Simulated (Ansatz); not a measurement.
AlGa3N4: strain energy, fitted

AlGa3N4, Pm, a = 5.142 Å, b = 3.165 Å, c = 5.478 Å, β = 90.0°. The structure is a Materials Project entry; whether it is the stable form wasn't checked. Ansatz: PBEsol, PAW, 420 eV, Γ-centred 6×8×6 mesh on 8 atoms, Gaussian smearing 0.02 eV; no spin polarisation. Series: uniaxial strain along c, with a, b and atoms relaxed; x is the strain in per cent. y is the free energy over the unstrained cell, V0 = 11.146 Å³/atom.

```tsv
x (%)	y (meV/atom)
-3.0	9.21
-1.5	2.30
0.0	0.00
1.5	?
3.0	9.10
```

Fit y = c2 x² + c3 x³ to the other rows, turn c2 into a modulus, and predict the missing energy.

Least squares on the rows shown. y = 1.017 x² − 0.002047 x³. In eV per unit strain² c2 is 10.17; this is Young's modulus along the axis (E = ½ Y V0 ε²): 2 × 10.17 × 160.2 / (11.146) = 292 GPa. At x = 1.5 the fit asked for gives 2.28 meV/atom. The run gave 2.31 meV/atom, so the fit is 0.03 meV/atom too low, a small miss on the scale of the series.